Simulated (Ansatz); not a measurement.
# Silver (bcc) across density functionals

All rows: Ansatz, plane waves with scalar-relativistic PAW, 420 eV (500 eV for the SCAN forms), relaxed under each functional, no dispersion correction, no zero-point motion. B₀ comes from uniform scaling at fixed shape; a dash is a value not given.

| functional | V (Å³/atom) | cell | B₀ (GPa) | magnetic state | ΔE to fcc (meV/atom) |
| --- | --- | --- | --- | --- | --- |
| PBE | 18.02 | a = 3.303 Å | 89 | spin not included | 31 |
| PBEsol | 16.78 | a = 3.226 Å | 116 | spin not included | 41 |
| LDA | 16.12 | a = 3.183 Å | 134 | spin not included | 39 |
| revPBE | 18.64 | a = 3.341 Å | 77 | spin not included | 28 |
| RPBE | 18.90 | a = 3.356 Å | 72 | spin not included | 27 |
| BLYP | 19.50 | a = 3.391 Å | 68 | spin not included | 22 |

Question: What does r²SCAN give?

Answer: V (Å³/atom): 17.45; cell: a = 3.268 Å; B₀ (GPa): 101; magnetic state: spin not included; ΔE to fcc (meV/atom): 36.
